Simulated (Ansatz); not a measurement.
Consider SrF$_{2}$ in the fluorite structure (space group Fm-3m, No. 225; a = 5.8573 Å).

(Cell as relaxed with PBE.)

Levels (all Ansatz, an electronic-structure program, PAW): PBE (420 eV, no spin-orbit coupling); PBEsol (420 eV, no spin-orbit coupling).

Each level relaxes its own structure.

| base | PBE | PBEsol |
|---|---|---|
| volume per atom | 16.75 Å³ | 15.91 Å³ |
| lattice parameter a | 5.857 Å | 5.758 Å |
| band gap | 6.78 eV | 6.90 eV |

It is then changed as follows: a hydrostatic pressure of 3 GPa.

```csv
quantity,PBE,PBEsol
"valley order (the lowest conduction-band minima on the path, energy above the VBM, named in the base's zone)",Γ 7.02 eV; X along ⟨100⟩ 8.23 eV,?
shift of the gap caused by the change,+0.23 eV,?
```

Question: What does PBEsol give?

Answer: 
- valley order (the lowest conduction-band minima on the path, energy above the VBM, named in the base's zone), PBEsol: Γ 7.11 eV; X along ⟨100⟩ 8.23 eV
- shift of the gap caused by the change, PBEsol: +0.21 eV

Both order the valleys alike; PBE's shift of the gap caused by the change lies 0.02 eV above PBEsol's. Neither level is exact; PBEsol is the comparison here, not a measurement.

Load acts through the strain it causes; cell and atoms are relaxed under it. Whether these cells are dynamically stable was not tested.
